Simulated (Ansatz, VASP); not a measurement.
**One calculation of GaN, two programs**

Contents of INCAR:

```
SYSTEM = GaN
PREC = Accurate ; ENCUT = 520
EDIFF = 1E-6 ; ISMEAR = 0
SIGMA = 0.02 ; LREAL = .FALSE.
LASPH = .TRUE. ; NELM = 80
ALGO = Normal ; ISIF = 2
LWAVE = .FALSE. ; LCHARG = .FALSE.
GGA = PE ; NBANDS = 16
```

KPOINTS

```
Automatic mesh
0
G
  10 10 10
  0 0 0
```

Contents of POSCAR:

```
GaN
1.0
    0.0000000000      2.2742384991      2.2742384991
    2.2742384991      0.0000000000      2.2742384991
    2.2742384991      2.2742384991      0.0000000000
Ga N
1 1
Direct
    0.0000000000      0.0000000000      0.0000000000
    0.7500000000      0.7500000000      0.7500000000
```

Input for Ansatz:

```yaml
crystal:
  lattice:
    - [0.0, 2.2742384991, 2.2742384991]
    - [2.2742384991, 0.0, 2.2742384991]
    - [2.2742384991, 2.2742384991, 0.0]
  atoms:
    - { symbol: Ga, position: [0.0, 0.0, 0.0] }
    - { symbol: "N", position: [0.75, 0.75, 0.75] }
basis:
  ecutwfc: 420
kpoints:
  mp_grid: { grid: [10, 10, 10] }
  band_path: { path: [VBM, CBM], npoints: 2 }
hamiltonian:
  xc: pbe
scf:
  occupations: { method: gaussian, width: 0.02 }
output:
  forces: false
  stress: false
  eigenvalues: true
checkpoint:
  read: start.run
  write: ck
  compress: false
  write_wavefunctions: false
  write_every: 100000
```

The cell is a database's computed one.

Alike in both runs: task single point; functional PBE; k mesh 10 × 10 × 10; occupations gaussian, width 0.02 eV; no spin polarisation.

```csv
,VASP,Ansatz
version,VASP 6.6.1,Ansatz 0.2.0
potentials or method,"VASP PAW PBE potentials, release 64 (Ga_d, N)","scalar-relativistic, plane waves, PAW"
plane-wave cutoff (eV),520,420
valence electrons in the cell,18,18
```

|  | VASP | Ansatz | Ansatz less VASP |
| --- | --- | --- | --- |
| gap on the k mesh at the Fermi level (eV) | 1.55 | 1.54 | -0.006 |
| least direct gap on the mesh (eV) | 1.55 | 1.54 | -0.006 |

The functional is the same, so the differences come from potentials, cutoffs and numerics.

PBE gaps usually lie below the measured ones, often by a third to a half.
